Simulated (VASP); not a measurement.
## InAs: relaxation of cell and atoms with BLYP+D3(BJ)

The system is InAs.

```
In As
1.0
     0.00000    3.01800    3.01800
     3.01800    0.00000    3.01800
     3.01800    3.01800    0.00000
In As
1 1
Direct
  0.00000 0.00000 0.00000
  0.75000 0.75000 0.75000
```

- Program: VASP 6.6.1
- Task: relaxation of cell and atoms
- Functional: BLYP
- Dispersion: D3(BJ)
- Potentials or basis: VASP PAW PBE potentials, release 64 (In_d, As)
- Cutoff: 600 eV
- k mesh: 8 × 8 × 8
- Occupations: fermi-dirac, width 0.05 eV
- Spin: no spin polarisation
- Further INCAR settings: ALGO = Fast; EDIFF = 1e-07; IBRION = 2; EDIFFG = -0.005; NSW = 40; ISIF = 3

The relaxed volume is 28.76 Å³/atom, the relaxed cell is a = 4.333 Å, b = 4.333 Å, c = 4.333 Å, α = 60.00°, β = 60.00°, γ = 60.00° and the space group after relaxing (to 0.05 Å) is F-43m (No. 216). The energy gained by relaxing is 10.2 meV/atom. The ionic steps are 3 and the pressure after relaxing is 0.0 GPa. The band gap on the k mesh is none (metal or under the smearing width) and the dispersion energy per atom is -0.719 eV.

Step by step:
```tsv
step	energy change (eV)	largest force (eV/Å)	pressure (GPa)	volume (Å³)
1	0.0000	0.0000	2.71	54.98
2	-0.0163	0.0000	-1.04	58.76
3	-0.0204	0.0000	0.01	57.52
```

Final structure:
```cif
data_structure
_symmetry_space_group_name_H-M 'P 1'
_symmetry_Int_Tables_number 1
_cell_length_a 4.3330
_cell_length_b 4.3330
_cell_length_c 4.3330
_cell_angle_alpha 60.000
_cell_angle_beta 60.000
_cell_angle_gamma 60.000
_cell_volume 57.52
loop_
_atom_site_label
_atom_site_type_symbol
_atom_site_fract_x
_atom_site_fract_y
_atom_site_fract_z
_atom_site_occupancy
In1 In 0.00000 0.00000 0.00000 1
As1 As 0.75000 0.75000 0.75000 1
```

Levels at points of the mesh, in eV from the Fermi level:
| k point | band 7 | band 8 | band 9 | band 10 | band 11 | band 12 |
| --- | --- | --- | --- | --- | --- | --- |
| (0.00, 0.00, 0.00) | -0.55 | -0.05 | -0.05 | -0.05 | 3.84 | 3.84 |
| (0.50, 0.00, 0.00) | -5.61 | -0.98 | -0.98 | 0.80 | 4.64 | 4.64 |
| (0.50, 0.50, 0.00) | -5.75 | -2.22 | -2.22 | 1.68 | 2.05 | 8.87 |

It took 2.3 min on 1 thread of AMD EPYC 9R45 96-Core Processor (Zen 5), with other jobs on the host, peak memory 0.2 GiB.

Caveat: the PAW data sets were made with another functional, which shifts forces and pressure a little; pairwise dispersion overbinds metals, which lowers pressure and volume; this crystal is a semiconductor, whose small gap the functional closes, so the metal is an error of the method. Zero-point motion and thermal expansion aren't in these numbers.
